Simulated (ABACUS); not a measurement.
# KCl (Sylvite) (Fm-3m) in ABACUS: band structure with PW91

Aim: the band structure of KCl (Sylvite) with PW91.

Everything below comes from runs of ABACUS 3.10.1. Logs are shortened: lines on timing, memory, paths and dates and some standing lists are left out, and cuts for length are marked.

**The experiment to reproduce.**

A printed reference work, monograph reports, for a bulk crystal of KCl: band gap 8.68 eV.

The results are compared with them further down.

### 1 The crystal as given

It takes space group Fm-3m (No. 225, cubic). Conventional cell: a = 6.293 Å, b = 6.293 Å, c = 6.293 Å, α = 90.00°, β = 90.00°, γ = 90.00°. K (site symmetry m-3m) is surrounded by 6 Cl at 3.15 Å. Cl (site symmetry m-3m) has 6 K at 3.15 Å as nearest neighbours.

### 2 Band structure, PW91

The input, INPUT:

```
INPUT_PARAMETERS
suffix              KCl
calculation         nscf
basis_type          pw
pseudo_dir          ./
symmetry            -1
dft_functional      GGA_X_PW91+GGA_C_PW91
ecutwfc             74.0
pseudo_rcut         10
nspin               1
nbands              18
ks_solver           dav
smearing_method     fixed
scf_thr             1e-08
scf_nmax            100
mixing_type         broyden
mixing_beta         0.7
init_chg            file
pw_diag_thr         1e-07
out_band            1
kpar                4
```

The input, STRU:

```
ATOMIC_SPECIES
K 39.0983 K.upf
Cl 35.4500 Cl.upf

LATTICE_CONSTANT
1.8897261246

LATTICE_VECTORS
0.0000000000 3.1464700000 3.1464700000
3.1464700000 0.0000000000 3.1464700000
3.1464700000 3.1464700000 0.0000000000

ATOMIC_POSITIONS
Direct

K
0.0
1
0.0000000000 0.0000000000 0.0000000000 1 1 1

Cl
0.0
1
0.5000000000 0.5000000000 0.5000000000 1 1 1
```

The input, KPT:

```
K_POINTS
12
Line
0.00000000 0.00000000 0.00000000 10 // G
0.50000000 0.00000000 0.50000000 10 // X
0.50000000 0.25000000 0.75000000 10 // W
0.37500000 0.37500000 0.75000000 10 // K
0.00000000 0.00000000 0.00000000 10 // G
0.50000000 0.50000000 0.50000000 10 // L
0.62500000 0.25000000 0.62500000 10 // U
0.50000000 0.25000000 0.75000000 10 // W
0.50000000 0.50000000 0.50000000 10 // L
0.37500000 0.37500000 0.75000000 1 // K
0.62500000 0.25000000 0.62500000 10 // U
0.50000000 0.00000000 0.50000000 1 // X
```

Potentials or basis: PseudoDojo NC SR 0.5 PBE standard, plane waves.

The run is started by

```sh
$ OMP_NUM_THREADS=1 mpirun -np 4 abacus > log
```

running log:

```text
ABACUS v3.10.1

               Atomic-orbital Based Ab-initio Computation at UStc

 ------------------------------------------------------------------------------------

 READING GENERAL INFORMATION
                           global_out_dir = OUT.KCl/
                           global_in_card = INPUT
                               pseudo_dir = ./
                              orbital_dir =
                                    DSIZE = 4
                                    GSIZE = 1

 READING UNITCELL INFORMATION
                                    ntype = 2
                  lattice constant (Bohr) = 1.88973
              lattice constant (Angstrom) = 1

 READING ATOM TYPE 1
                               atom label = K
                      L=0, number of zeta = 1
                      L=1, number of zeta = 1
                      L=2, number of zeta = 1
             number of atom for this type = 1

 READING ATOM TYPE 2
                               atom label = Cl
                      L=0, number of zeta = 1
                      L=1, number of zeta = 1
                      L=2, number of zeta = 1
             number of atom for this type = 1

                        TOTAL ATOM NUMBER = 2
DIRECT COORDINATES
    atom                   x                   y                   z     mag                  vx                  vy                  vz
taud_K1            0.0000000000        0.0000000000        0.0000000000  0.0000        0.0000000000        0.0000000000        0.0000000000
taud_Cl1            0.5000000000        0.5000000000        0.5000000000  0.0000        0.0000000000        0.0000000000        0.0000000000

                          Volume (Bohr^3) = 420.434
                             Volume (A^3) = 62.3018

 Lattice vectors: (Cartesian coordinate: in unit of a_0)
                   +0            +3.14647            +3.14647
             +3.14647                  +0            +3.14647
             +3.14647            +3.14647                  +0
 Reciprocal vectors: (Cartesian coordinate: in unit of 2 pi/a_0)
            -0.158908           +0.158908           +0.158908
            +0.158908           -0.158908           +0.158908
            +0.158908           +0.158908           -0.158908
 The esolver type has been set to : ksdft_pw

                PAO radial cut off (Bohr) = 10

 Read in pseudopotential file is K.upf
                     pseudopotential type = NC
          exchange-correlation functional = PBE
                 nonlocal core correction = 1
                        valence electrons = 9
                                     lmax = 2
                           number of zeta = 3
                     number of projectors = 6
                           L of projector = 0
                           L of projector = 0
                           L of projector = 1
                           L of projector = 1
                           L of projector = 2
                           L of projector = 2
 XC functional updated to : GGA_X_PW91+GGA_C_PW91
          exchange-correlation functional = GGA_X_PW91+GGA_C_PW91
                PAO radial cut off (Bohr) = 10

 Read in pseudopotential file is Cl.upf
                     pseudopotential type = NC
          exchange-correlation functional = PBE
                 nonlocal core correction = 1
                        valence electrons = 7
                                     lmax = 2
                           number of zeta = 2
                     number of projectors = 6
                           L of projector = 0
                           L of projector = 0
                           L of projector = 1
                           L of projector = 1
                           L of projector = 2
                           L of projector = 2
 XC functional updated to : GGA_X_PW91+GGA_C_PW91
          exchange-correlation functional = GGA_X_PW91+GGA_C_PW91
     initial pseudo atomic orbital number = 9

 SETUP THE ELECTRONS NUMBER
             electron number of element K = 9
       total electron number of element K = 9
            electron number of element Cl = 7
      total electron number of element Cl = 7
            AUTOSET number of electrons:  = 16
                           occupied bands = 8
                                   NBANDS = 18
                                   NLOCAL = 18

%%%%%%%%%%%%%%%%%%%%%%%%%%%%%%%%%%%%%%%%%%%%%%%%%%%%%%%%%%%%%%%%%%%%%%%%%%%%%%%%%%%%%%%%%%%%%%%%%%%%%%%%%%
 Warning: the number of valence electrons in pseudopotential > 1 for K: [Ar] 4s1
 Pseudopotentials with additional electrons can yield (more) accurate outcomes, but may be less efficient.
 If you're confident that your chosen pseudopotential is appropriate, you can safely ignore this warning.
%%%%%%%%%%%%%%%%%%%%%%%%%%%%%%%%%%%%%%%%%%%%%%%%%%%%%%%%%%%%%%%%%%%%%%%%%%%%%%%%%%%%%%%%%%%%%%%%%%%%%%%%%%

 SETUP THE PLANE WAVE BASIS
 energy cutoff for charge/potential (unit:Ry) = 296
            fft grid for charge/potential = [ 48, 48, 48 ]
                        fft grid division = [ 1, 1, 1 ]
        big fft grid for charge/potential = [ 48, 48, 48 ]
                                     nbxx = 110592
                                     nrxx = 110592

 SETUP PLANE WAVES FOR CHARGE/POTENTIAL
                    number of plane waves = 36085
                         number of sticks = 1429

 PARALLEL PW FOR CHARGE/POTENTIAL
     PROC   COLUMNS(POT)             PW
        1           1429          36085
 --------------- sum -------------------
        1           1429          36085
                            number of |g| = 356
                                  max |g| = 26.7669
                                  min |g| = 0

----------- Double Check Mixing Parameters Begin ------------
mixing_type: broyden
mixing_beta: 0.7
mixing_gg0: 1
mixing_gg0_min: 0.1
mixing_ndim: 8
----------- Double Check Mixing Parameters End ------------

 SETUP K-POINTS
                                    nspin = 1
                                   nkstot = 102
K-POINTS DIRECT COORDINATES
 KPOINTS    DIRECT_X    DIRECT_Y    DIRECT_Z  WEIGHT
       1  0.00000000  0.00000000  0.00000000  1.0000
       2  0.05000000  0.00000000  0.05000000  1.0000
       3  0.10000000  0.00000000  0.10000000  1.0000
       4  0.15000000  0.00000000  0.15000000  1.0000
       5  0.20000000  0.00000000  0.20000000  1.0000
       6  0.25000000  0.00000000  0.25000000  1.0000
[... 22 lines left out ...]
      29  0.40000000  0.35000000  0.75000000  1.0000
      30  0.38750000  0.36250000  0.75000000  1.0000
[... 72 further k points ...]

           k-point number in this process = 26
       minimum distributed K point number = 25

[... K-POINTS CARTESIAN COORDINATES: 26 rows ...]

[... K-POINTS DIRECT COORDINATES: 26 rows ...]

 SETUP PLANE WAVES FOR WAVE FUNCTIONS
     energy cutoff for wavefunc (unit:Ry) = 74
              fft grid for wave functions = [ 48, 48, 48 ]
                    number of plane waves = 5577
                         number of sticks = 421

 PARALLEL PW FOR WAVE FUNCTIONS
     PROC   COLUMNS(POT)             PW
        1            421           5577
 --------------- sum -------------------
        1            421           5577

 SETUP NONLOCAL PSEUDOPOTENTIALS IN PLANE WAVE BASIS
 K non-local projectors:
 projector 1 L=0
 projector 2 L=0
 projector 3 L=1
 projector 4 L=1
 projector 5 L=2
 projector 6 L=2
 Cl non-local projectors:
 projector 1 L=0
 projector 2 L=0
 projector 3 L=1
 projector 4 L=1
 projector 5 L=2
 projector 6 L=2
      TOTAL NUMBER OF NONLOCAL PROJECTORS = 36

 Init Non-Local PseudoPotential table :
 Init Non-Local-Pseudopotential done.

                                     npwx = 4573

 Make real space PAO into reciprocal space.
       max mesh points in Pseudopotential = 1001
     dq(describe PAO in reciprocal space) = 0.01
                                    max q = 1037

 number of pseudo atomic orbitals for K is 3
WARNING: norm of atomic wavefunction # 3 of atomic type K is 0.990334, renormalized

 number of pseudo atomic orbitals for Cl is 2

 -------------------------------------------
 NONSELF-CONSISTENT
 -------------------------------------------
                                 init_chg = file
 try to read charge from file
 Read in the charge density: OUT.KCl//KCl-CHARGE-DENSITY.restart

 PW ALGORITHM --------------- ION=   1  ELEC=   1--------------------------------

 k(1/102) Iter steps (avg)=21 threshold=1e-07
 k(2/102) Iter steps (avg)=25 threshold=1e-07
 k(3/102) Iter steps (avg)=22 threshold=1e-07
 k(4/102) Iter steps (avg)=17 threshold=1e-07
 k(5/102) Iter steps (avg)=18 threshold=1e-07
 k(6/102) Iter steps (avg)=19 threshold=1e-07
 k(7/102) Iter steps (avg)=19 threshold=1e-07
 k(8/102) Iter steps (avg)=24 threshold=1e-07
 k(9/102) Iter steps (avg)=28 threshold=1e-07
 k(10/102) Iter steps (avg)=16 threshold=1e-07
[... 6 lines left out ...]
 k(17/102) Iter steps (avg)=26 threshold=1e-07
 k(18/102) Iter steps (avg)=23 threshold=1e-07
 k(19/102) Iter steps (avg)=25 threshold=1e-07
 k(20/102) Iter steps (avg)=25 threshold=1e-07
 k(21/102) Iter steps (avg)=23 threshold=1e-07
 k(22/102) Iter steps (avg)=24 threshold=1e-07
 k(23/102) Iter steps (avg)=25 threshold=1e-07
 k(24/102) Iter steps (avg)=24 threshold=1e-07
 k(25/102) Iter steps (avg)=22 threshold=1e-07
 k(26/102) Iter steps (avg)=22 threshold=1e-07
[... levels at 26 k points of this process ...]

 Density error is 0.00000000000
                          Error Threshold = 1.00000000000e-07
----------------------------------------------------------
     Energy           Rydberg                 eV
----------------------------------------------------------
 E_KohnSham     -93.3071310246       -1269.5086459672
 E_KS(sigma->0) -93.3071310246       -1269.5086459672
 E_Harris       -93.3071310246       -1269.5086459672
 E_band         -9.6629333834        -131.4709534088
 E_one_elec     -29.5349318841       -401.8433636660
 E_Hartree      19.8838431891        270.5335655099
 E_xc           -21.9891622843       -299.1779013136
 E_Ewald        -61.6668800452       -839.0209464975
 E_entropy(-TS) 0.0000000000         0.0000000000
 E_descf        0.0000000000         0.0000000000
 E_exx          0.0000000000         0.0000000000
 E_Fermi        0.0631813070         0.8596257825
----------------------------------------------------------

 charge density convergence is achieved
 final etot is -1269.5086460 eV
 EFERMI = 0.85962578250 eV

 STATE ENERGY(eV) AND OCCUPATIONS    NSPIN == 1
 1/26 kpoint (Cartesian) = 0.0000 0.0000 0.0000 (4573 pws)
       1       -26.3405      0.0196078
       2       -11.2587      0.0196078
       3       -9.80430      0.0196078
       4       -9.80430      0.0196078
       5       -9.80430      0.0196078
       6       0.859626      0.0196078
[... 10 lines left out ...]
      17        16.8418        0.00000
      18        16.8418        0.00000

 2/26 kpoint (Cartesian) = 0.0000 0.015891 0.0000 (4553 pws)
       1       -26.3402      0.0196078
       2       -11.2655      0.0196078
       3       -9.80564      0.0196078
       4       -9.80564      0.0196078
       5       -9.79382      0.0196078
       6       0.808617      0.0196078
[... 10 lines left out ...]
      17        16.6487        0.00000
      18        16.8641        0.00000

 3/26 kpoint (Cartesian) = 0.0000 0.031782 0.0000 (4561 pws)
       1       -26.3392      0.0196078
       2       -11.2823      0.0196078
       3       -9.80953      0.0196078
       4       -9.80953      0.0196078
       5       -9.76759      0.0196078
       6       0.675649      0.0196078
[... 10 lines left out ...]
      17        16.2119        0.00000
      18        16.8587        0.00000

 4/26 kpoint (Cartesian) = 0.0000 0.047672 0.0000 (4528 pws)
       1       -26.3376      0.0196078
       2       -11.3005      0.0196078
       3       -9.81561      0.0196078
       4       -9.81561      0.0196078
       5       -9.73854      0.0196078
       6       0.506630      0.0196078
[... 10 lines left out ...]
      17        15.7049        0.00000
      18        15.7683        0.00000

 5/26 kpoint (Cartesian) = 0.0000 0.063563 0.0000 (4552 pws)
       1       -26.3357      0.0196078
       2       -11.3109      0.0196078
       3       -9.82329      0.0196078
       4       -9.82329      0.0196078
       5       -9.72143      0.0196078
       6       0.347912      0.0196078
[... 10 lines left out ...]
      17        15.2113        0.00000
      18        15.4014        0.00000

 6/26 kpoint (Cartesian) = 0.0000 0.079454 0.0000 (4552 pws)
       1       -26.3336      0.0196078
       2       -11.3067      0.0196078
       3       -9.83185      0.0196078
       4       -9.83185      0.0196078
       5       -9.72731      0.0196078
       6       0.230990      0.0196078
[... 10 lines left out ...]
      17        14.7769        0.00000
      18        15.8525        0.00000

[... levels at 20 further k points ...]

 --------------------------------------------
 !FINAL_ETOT_IS -1269.508645967223 eV
 --------------------------------------------

 Output bands in file: OUT.KCl/BANDS_1.dat
```

Run time: 8.9 s. Hardware: 4 MPI ranks of AMD EPYC 9R45 (Zen 5), shared host; peak memory 0.48 GiB.

Results:

```
Band gap along the path : 5.21 eV, direct
```

Levels at the corners of the path, in eV from the Fermi level:
```tsv
point	band 6	band 7	band 8	band 9	band 10	band 11
Γ	0.00	0.00	0.00	5.21	8.37	8.37
X	-0.65	-0.22	-0.22	6.55	8.34	10.10
W	-0.49	-0.47	-0.47	8.05	8.05	9.44
K	-0.56	-0.55	-0.29	7.29	9.09	9.31
Γ	0.00	0.00	0.00	5.21	8.37	8.37
L	-1.05	-0.33	-0.33	7.60	8.62	10.50
U	-0.56	-0.55	-0.29	7.29	9.09	9.31
W	-0.49	-0.47	-0.47	8.05	8.05	9.44
L	-1.05	-0.33	-0.33	7.60	8.62	10.50
K	-0.56	-0.55	-0.29	7.29	9.09	9.31
U	-0.56	-0.55	-0.29	7.29	9.09	9.31
X	-0.65	-0.22	-0.22	6.55	8.34	10.10
```

Caveat: the density is read from an earlier self-consistent run, whose mesh may be coarse.

### 3 Against experiment

Step 2. A measured gap of KCl is 8.68 eV (a printed reference work, monograph); the calculated 5.21 eV misses it by -3.47 eV. The value is that of PW91, without temperature or zero-point motion. Semilocal functionals fall short of measured gaps as a rule.
